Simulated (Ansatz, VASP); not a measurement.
**Two plane-wave programs on Fe**

```
Fe
1.0
     0.00000    1.74132    1.74132
     1.74132    0.00000    1.74132
     1.74132    1.74132    0.00000
Fe
1
Cartesian
  0.0000 0.0000 0.0000
```

Alike in both runs: task electric field gradients; functional PBE; k mesh 18 × 18 × 18; occupations fermi-dirac, width 0.05 eV; collinear spin.

```csv
,VASP,Ansatz
version,VASP 6.6.1,Ansatz 0.2.0
potentials or method,"VASP PAW PBE potentials, release 64 (Fe)","PAW with Ansatz's default frozen-core files, scalar-relativistic"
plane-wave cutoff (eV),520,420
valence electrons in the cell,8,16
```

VASP gave:

```
pressure (GPa)                                                 : -0.2
net moment per atom (μB)                                       : 1.05
size of the moment on the site where the two differ most (μB)  : 1.03
Vzz of the field gradient on the site that differs most (V/Å²) : 0.0
```

Estimate Ansatz's values.

pressure (GPa): 0.0; net moment per atom (μB): 1.02; size of the moment on the site where the two differ most (μB): 1.03; Vzz of the field gradient on the site that differs most (V/Å²): 0.0.

Site moments also hang on the region over which each program counts them. The two sets of potentials don't hold the same shells in valence.
